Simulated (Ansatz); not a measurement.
## Electric field gradients in SnS

The cell is a Materials Project structure (computed, not necessarily an observed phase), its atoms then relaxed with PBE in this cell.

```
Sn S
1.0
    11.39202    0.00000    0.00000
     0.00000    3.95686    0.00000
     0.00000    0.00000    4.53281
Sn S
4 4
Cartesian
  7.0679 0.9892 1.6450
  4.3241 2.9676 2.8878
  10.0202 2.9676 3.9114
  1.3719 0.9892 0.6214
  3.9903 0.9892 0.1104
  7.4017 2.9676 4.4224
  1.7057 2.9676 2.3768
  9.6863 0.9892 2.1560
```

Atoms are numbered from 1 in the order listed; like atoms form one site, named after its first atom.

Computed with Ansatz: DFT, PBE, plane waves and PAW, scalar-relativistic, 420 eV cutoff, Γ-centred 3×8×7 k-points, Fermi–Dirac smearing 0.01 eV.

C_Q = eQV_zz/h, which is 24.18 MHz for Q = 1 b and V_zz = 10²¹ V/m²; η = (V_xx − V_yy)/V_zz. Directions are in the Cartesian axes of the cell vectors above, for the atom listed; none is given where the gradient is under 0.02 or η is above 0.95.

```tsv
site	first atom	first shell	V_zz (10²¹ V/m²)	η	direction of V_zz (x, y, z)
Sn	1	3 S at 2.67 Å	-11.54	0.36	0.79 0.00 -0.61
S	5	3 Sn at 2.67 Å	-3.79	0.09	0.77 0.00 0.64
```

At Sn V_zz stands upright on the plane through its three neighbours (within 8°).

Without spin–orbit coupling (the program notes it for Sn) the gradients can shift somewhat, as the gap is small.

The relaxation (4 steps) took 2.8 min of wall time (2.8 min of CPU time) and 0.63 GiB at its peak, on 1 thread of Arm Neoverse N1 (aarch64; 36 cores open to the job, memory cap 3.0 GiB, no GPU), a shared host with a load of 0.9 a core.
